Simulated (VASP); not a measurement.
Write the native input for VASP 6.6.1 that does the following.

| Quantity | Value |
| --- | --- |
| Task | single point |
| Functional | PBE |
| Potentials or basis | VASP PAW PBE potentials, release 64 (Ge_d, Pt) |
| Cutoff | 520 eV |
| k mesh | 4 × 6 × 4 |
| Occupations | gaussian, width 0.05 eV |
| Spin | no spin polarisation |
| Further INCAR settings | ALGO = Normal; EDIFF = 1e-05 |

The structure of GePt lies in POSCAR:

```
GePt
1.0
    5.7319998700      0.0000000000      0.0000000000
    0.0000000000      3.7009999800      0.0000000000
    0.0000000000      0.0000000000      6.0879998200
Ge Pt
4 4
Direct
    0.8050000100      0.7500000000      0.5899999700
    0.1949999900      0.2500000000      0.4100000300
    0.6949999900      0.2500000000      0.0899999700
    0.3050000100      0.7500000000      0.9100000300
    0.9900000100      0.7500000000      0.1949999900
    0.0099999900      0.2500000000      0.8050000100
    0.5099999900      0.2500000000      0.6949999900
    0.4900000100      0.7500000000      0.3050000100
```

The input as run:

INCAR

```
ALGO     = Normal         # electronic algorithm
EDIFF    = 1E-5           # SCF threshold, eV
ENCUT    = 520            # plane-wave cutoff, eV
GGA      = PE             # functional
ISIF     = 2              # what is computed and relaxed
ISMEAR   = 0              # smearing method
KPAR     = 4            
LASPH    = True           # aspherical terms in the spheres
LCHARG   = False          # write CHGCAR
LREAL    = False          # projectors in reciprocal space
LWAVE    = False          # write WAVECAR
NELM     = 100            # most SCF steps
PREC     = Accurate       # precision mode
SIGMA    = 0.05           # smearing width, eV
```

KPOINTS

```
k-points
0
Gamma
  4 6 4
```

Potentials or basis: VASP PAW PBE potentials, release 64 (Ge_d, Pt).

Run with:

```sh
$ cat potpaw_PBE.64/Ge_d/POTCAR potpaw_PBE.64/Pt/POTCAR > POTCAR
$ mpirun -np 4 vasp_std > vasp.out
```

Results of the run:

```
Pressure               : 7.9 GPa
Largest force          : 0.463 eV/Å
Band gap on the k mesh : none (metal or under the smearing width)
```

Run time: 94 s on 4 MPI ranks on Intel(R) Xeon(R) Platinum 8259CL CPU @ 2.50GHz (Skylake/Cascade Lake), on a shared host, peak memory 0.36 GiB a rank.
